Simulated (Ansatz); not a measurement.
The cell is LiCl (P6_3mc) from a database structure; cell and atoms were relaxed with r2SCAN. Space group P6_3mc (No. 186), hexagonal; conventional cell a = 3.894 Å, c = 6.226 Å, 20.44 Å³ an atom. Around Li lie 4 Cl at 2.37 Å; around Cl lie 4 Li at 2.37 Å.

```
Li Cl
1.0
     3.89374    0.00000    0.00000
    -1.94687    3.37208    0.00000
     0.00000    0.00000    6.22588
Li Cl
2 2
Direct
  0.66667 0.33333 0.87808
  0.33333 0.66667 0.37808
  0.66667 0.33333 0.49692
  0.33333 0.66667 0.99692
```

3 runs of Ansatz 0.2.0 on this cell differ in the functional (and in the settings that go with it). Levels are in eV from each run's valence top; v1 is the last filled band, c1 the first empty one.

Run A, mean stress -0.2 GPa (compression positive):
```
point     v5     v3     v1     c1     c2     c3
    Γ  -0.47  -0.09   0.00   9.37  11.76  13.67
    M  -1.63  -1.07  -0.41  11.27  11.39  12.69
    K  -1.41  -1.13  -0.96  11.10  12.91  13.67
```

Run B, mean stress 0.0 GPa (compression positive):
```
point     v5     v3     v1    c1     c2     c3
    Γ  -0.42  -0.09   0.00  6.69   8.98  10.72
    M  -1.45  -0.96  -0.36  8.45   8.57   9.85
    K  -1.26  -1.02  -0.85  8.26  10.02  10.79
```

Run C, mean stress +0.7 GPa (compression positive):
```
point     v5     v3     v1    c1    c2     c3
    Γ  -0.42  -0.08   0.00  6.02  8.22   9.90
    M  -1.43  -0.95  -0.36  7.84  7.96   9.12
    K  -1.24  -1.00  -0.84  7.72  9.44  10.02
```

Q: Match the runs to PBE, r2SCAN, DDH-PBE0.

A: A is DDH-PBE0, B is r2SCAN, C is PBE. In order of the gap: PBE 6.02, r2SCAN 6.69, DDH-PBE0 9.37 eV.

The values are computed, spin-unpolarised, and not measurements.

The stress of a hybrid is loosely converged in these runs.

The meshes of the hybrids are coarse, so their gaps aren't converged to the digits shown.
